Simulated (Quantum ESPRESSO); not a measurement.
## BaTiO3 in Quantum ESPRESSO: the effect of Hubbard term

BaTiO3:

```
Ti Ba O
1.0
     4.00600    0.00000    0.00000
     0.00000    4.00600    0.00000
     0.00000    0.00000    4.00600
Ti Ba O
1 1 3
Cartesian
  0.0000 0.0000 0.0000
  2.0030 2.0030 2.0030
  0.0000 0.0000 2.0030
  0.0000 2.0030 0.0000
  2.0030 0.0000 0.0000
```

Alike in all runs:

| Item | Value |
| --- | --- |
| Program | Quantum ESPRESSO 7.5 |
| Task | Hubbard U by linear response |
| Functional | PBE |
| Potentials or basis | GBRV 1.5 PBE |
| Cutoff | 612 eV |
| Density cutoff | 4898 eV |
| k mesh | 4 × 4 × 4 |
| Occupations | fermi-dirac, width 0.05 eV |
| Spin | no spin polarisation |
| Start of the occupations | default |
| Hubbard projectors | ortho-atomic |
| Mixing beta | 0.3 |
| Most SCF iterations | 120 |
| SCF threshold | 1e-09 Ry |
| q mesh | 2 × 2 × 2 |

One run gave: gap on the mesh 2.26 eV; pressure 4.0 GPa. Which Hubbard term did it use?
A. Ti d U = 2.0 eV
B. Ti d U = 6.0 eV
C. Ti d U = 4.0 eV
D. Ti d U = 0.0001 eV
E. Ti d U = 8.0 eV

C.

```csv
Hubbard term,gap on the mesh (eV),pressure (GPa)
Ti d U = 0.0001 eV,1.77,2.7
Ti d U = 2.0 eV,2.00,3.3
Ti d U = 4.0 eV,2.26,4.0
Ti d U = 6.0 eV,2.55,4.7
Ti d U = 8.0 eV,2.90,5.5
```

Caveats: spin-orbit coupling is left out, which moves the levels of the heavy elements.

A k mesh can miss the band edges.

Not every run made on this cell is shown here.
